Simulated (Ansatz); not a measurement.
Li: do energies and stresses tell the same story?

Method: Ansatz, DFT r2SCAN, scalar-relativistic, plane waves, PAW.

Plane waves to 500 eV, a k mesh through Γ of 16×16×16 on the computed 1-atom cell and Gaussian smearing (0.10 eV); no spin polarisation.

Relaxed cell: Fm-3m, a = 4.376 Å, b = 4.376 Å, c = 4.376 Å, α = 90.00°, β = 90.00°, γ = 90.00°, 1 atom in the primitive cell. This fcc form isn't the element's structure at ambient conditions.

Energies at zero smearing and pressures from the stress tensor, at volumes with shape and atoms relaxed:
```csv
V (Å³/atom),E − E(first) (meV/atom),P (GPa)
18.441,0.00,2.056
19.069,-6.82,1.436
19.698,-11.36,0.893
20.327,-13.91,0.418
20.955,-14.71,0.001
21.584,-13.97,-0.365
22.213,-11.89,-0.687
23.051,-7.29,-1.058
```

Q: Check P = −dE/dV between neighbouring volumes, and get the bulk modulus from the pressures alone.

A: With 1 eV/Å³ = 160.2 GPa:
```json
{"middle V (Å³/atom)": "18.755", "−ΔE/ΔV (GPa)": "1.738", "mean P (GPa)": "1.746"}
{"middle V (Å³/atom)": "19.384", "−ΔE/ΔV (GPa)": "1.157", "mean P (GPa)": "1.164"}
{"middle V (Å³/atom)": "20.012", "−ΔE/ΔV (GPa)": "0.649", "mean P (GPa)": "0.656"}
{"middle V (Å³/atom)": "20.641", "−ΔE/ΔV (GPa)": "0.204", "mean P (GPa)": "0.210"}
{"middle V (Å³/atom)": "21.270", "−ΔE/ΔV (GPa)": "-0.187", "mean P (GPa)": "-0.182"}
{"middle V (Å³/atom)": "21.898", "−ΔE/ΔV (GPa)": "-0.531", "mean P (GPa)": "-0.526"}
{"middle V (Å³/atom)": "22.632", "−ΔE/ΔV (GPa)": "-0.879", "mean P (GPa)": "-0.872"}
```

The two differ by 0.008 GPa at most. The mean of two end pressures misses the average over a step by about ΔV² P″/12, up to 0.007 GPa here; with that taken off 0.002 GPa remains. Around V = 20.955 Å³/atom, the two neighbours give B = −V ΔP/ΔV = 20.955 × 0.783 / 1.257 = 13.0 GPa, against B0 = 13.0 GPa from the Birch–Murnaghan fit of the energies.